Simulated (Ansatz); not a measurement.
Na: what symmetry allows forces and stress to be

```
CELL_PARAMETERS angstrom
3.91018 0.00000 0.00000
-1.95509 3.38632 0.00000
0.00000 0.00000 6.01867
ATOMIC_POSITIONS crystal
Na 0.33333 0.66667 0.27437
Na 0.66667 0.33333 0.72563
```

Computed with DFT PBE, scalar-relativistic, plane waves, PAW (Ansatz).

Plane waves to 420 eV, a k mesh through Γ of 12×12×6 on the computed 2-atom cell and Gaussian smearing (0.10 eV); no spin polarisation.

This distorted cell has space group P-3m1, with 12 operations.

Without a calculation: in which directions can each atom feel a force?

A force must be left unchanged by every operation that keeps its atom in place, so it lies in the space that those operations leave fixed. Atoms that the group maps onto each other feel forces of one size.
| atom | site symmetry | operations at the site | equivalent to atom | allowed force (Cartesian) |
| --- | --- | --- | --- | --- |
| Na1 | 3m. | 6 | 1 | along (0.00, 0.00, 1.00) |
| Na2 | 3m. | 6 | 1 | along (0.00, 0.00, 1.00) |

That leaves 1 independent force component of 6. A relaxation in this cell that keeps the symmetry moves the atoms in these directions alone.

And the stress tensor?

It must be invariant under the point group, which leaves 2 independent components: yz, xz, xy vanish; xx = yy.

Do the computed values obey this?

Yes. Forces (eV/Å):
```
Na1  0.000  0.000 -0.203
Na2  0.000  0.000  0.203
```

Stress (GPa, compression positive, xx yy zz yz xz xy): -0.55 -0.55 0.08 0.00 0.00 0.00. The program imposes the same operations on density, forces and stress, so this confirms the analysis and is no independent test of the calculation.

This form isn't the element's structure at ambient conditions.